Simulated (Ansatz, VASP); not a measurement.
# One calculation of Mg5Ge, two programs

```
Mg Ge
1.0
     0.00000    4.17711    4.17711
     4.17711    0.00000    4.17711
     4.17711    4.17711    0.00000
Mg Ge
5 1
Direct
  0.75000 0.75000 0.75000
  0.37483 0.87550 0.37483
  0.37483 0.37483 0.87550
  0.87550 0.37483 0.37483
  0.37483 0.37483 0.37483
  0.00000 0.00000 0.00000
```

The cell comes from a database or a generator and needn't be the stable form of this composition.

Alike in both runs: task single point; functional LDA; k mesh 5 × 5 × 5; occupations fermi-dirac, width 0.05 eV; no spin polarisation.

|  | VASP | Ansatz |
| --- | --- | --- |
| version | VASP 6.6.1 | Ansatz 0.2.0 |
| potentials or method | VASP PAW LDA potentials, release 64 (Mg, Ge_d) | plane waves, PAW |
| plane-wave cutoff (eV) | 520 | 500 |
| valence electrons in the cell | 24 | 64 |

|  | VASP | Ansatz | Ansatz less VASP |
| --- | --- | --- | --- |
| pressure (GPa) | -4.4 | -4.0 | +0.37 |

The two sets of potentials don't hold the same shells in valence. Ansatz warned: «structure_snapped_to_symmetry».
